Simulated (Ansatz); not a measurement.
**Co: how the settings move a single-point run**

How sensitive is a single-point run of Co to its settings? A reference run comes first, then one run with altered input.

Program: Ansatz 0.2.0. Level of theory: reference: DFT, LDA, PAW with Ansatz's default frozen-core files, scalar-relativistic. These are calculated values, not measurements.

**1. The structure to begin with**

The structure is hexagonal, space group P6_3/mmc (No. 194). Conventional cell: a = 2.513 Å, b = 2.513 Å, c = 4.087 Å, α = 90.00°, β = 90.00°, γ = 120.00°. Co (site symmetry -6m2) is surrounded by 12 Co at 2.51 Å.

As a file:

```cif
data_structure
_symmetry_space_group_name_H-M 'P 1'
_symmetry_Int_Tables_number 1
_cell_length_a 2.5125
_cell_length_b 2.5125
_cell_length_c 4.0871
_cell_angle_alpha 90.000
_cell_angle_beta 90.000
_cell_angle_gamma 120.000
_cell_volume 22.34
loop_
_atom_site_label
_atom_site_type_symbol
_atom_site_fract_x
_atom_site_fract_y
_atom_site_fract_z
_atom_site_occupancy
Co1 Co 0.33333 0.66667 0.25000 1
Co2 Co 0.66667 0.33333 0.75000 1
```

**2. Reference**

input.yaml reads:

```yaml
crystal:
  lattice:
    - [2.5125316956, 0.0, 0.0]
    - [-1.2562658478, 2.1759162762, 0.0]
    - [0.0, 0.0, 4.0870761931]
  atoms:
    - { symbol: Co, position: [0.3333333333, 0.6666666667, 0.25], spin: 2.0 }
    - { symbol: Co, position: [0.6666666667, 0.3333333333, 0.75], spin: 2.0 }
magnetization:
  spin_polarized: true
kpoints:
  mp_grid: { grid: [17, 17, 9] }
scf:
  occupations: { method: fermi_dirac, width: 0.03 }
hamiltonian:
  xc: lda
  pseudopotentials: { kind: paw }
output:
  forces: true
  stress: true
  eigenvalues: true
  efg: { contact_densities: true }
```

Launch:

```sh
> ansatz run input.yaml --threads 1 --pin off --max-ram 3072MiB --backend cpu --events-out ev --progress --plain --runs-dir out
```

**3. Variant: scf.algorithm density_mixing**

input.yaml: that of step 2 with these lines changed.

```diff
@@ -14,2 +14,3 @@
   occupations: { method: fermi_dirac, width: 0.03 }
+  algorithm: density_mixing
 hamiltonian:
@@ -22 +23,5 @@
   efg: { contact_densities: true }
+  write_density: true
+  write_potential: true
+  elf: true
+  volumetric_format: npy
```

What does the calculation give? Wanted: for each run, ending; energy change; pressure; abs. moment; force.

The runs gave:

```tsv
run	ending	energy change	pressure (GPa)	abs. moment (μB)	force (eV/Å)	cycles	time
reference	converged	0	-22.8	3.46	0.00	10	10 s
1: scf.algorithm density_mixing	converged	0.0 meV/atom	-22.8	3.46	0.00	10	11 s
```

Times don't compare one to one where runs were asked for different outputs or read a saved state (see the inputs); cycles may leave out searches for a lower state.

Residual by cycle in the longest SCF loop of each run; runs are numbered as in the table. The quantity is the density residual dr2, in eV.

```tsv
cycle	reference	run 1
1	2.74	2.74
2	0.17	0.17
3	0.0176	0.0176
4	0.0735	0.0735
5	1.9e-4	1.9e-4
6	3.8e-5	3.8e-5
7	4.5e-5	4.5e-5
8	2.4e-7	2.4e-7
9	1.7e-8	1.7e-8
10	8.8e-10	8.7e-10
```

Energy and cycle count are those of the reference, so the change (solver) left the result and the number of cycles as they were. The structure is not at rest: the sound run finds -23 GPa, so these are no properties of the relaxed crystal. 
